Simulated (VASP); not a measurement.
**SiC (strained zincblende): one r²SCAN single-point calculation in two programs**

```
Si C
1.0
    -0.05445    2.12360    2.12360
     2.12360   -0.05445    2.12360
     2.12360    2.12360   -0.05445
Si C
1 1
Direct
  0.99852 0.99852 0.99852
  0.25148 0.25148 0.25148
```

Datasets and cutoffs are each program's own. VASP's cell holds 8 valence electrons and Ansatz's 8. Ansatz's stress includes a Pulay correction; VASP's doesn't.

Cutoffs: 520 eV in VASP, 500 eV in Ansatz. k meshes: 10×10×10 and 10×10×10.

|  | VASP | Ansatz |
| --- | --- | --- |
| gap between bands v and c | 1.38 eV | 1.37 eV |
| least direct gap | 4.81 eV | 4.80 eV |
| pressure | 9.3 GPa | 9.5 GPa |

Band v is the last that the valence electrons fill when counted band by band, and c is the next. Levels in eV from the top of v, Ansatz:

| point | v−1 | v | c | c+1 |
| --- | --- | --- | --- | --- |
| Γ | -0.41 | 0.00 | 6.70 | 7.59 |
| X | -3.92 | -3.42 | 1.37 | 4.75 |
| K | -6.25 | -2.81 | 3.52 | 8.08 |
| L | -1.38 | -1.19 | 6.24 | 7.57 |
| W | -5.63 | -5.22 | 5.47 | 9.78 |

VASP:

```json
{"point": "Γ", "v−1": "-0.41", "v": "0.00", "c": "6.73", "c+1": "7.59"}
{"point": "X", "v−1": "-3.93", "v": "-3.43", "c": "1.38", "c+1": "4.75"}
{"point": "K", "v−1": "-6.25", "v": "-2.82", "c": "3.53", "c+1": "8.08"}
{"point": "L", "v−1": "-1.39", "v": "-1.19", "c": "6.26", "c+1": "7.58"}
{"point": "W", "v−1": "-5.64", "v": "-5.22", "c": "5.48", "c+1": "9.79"}
```
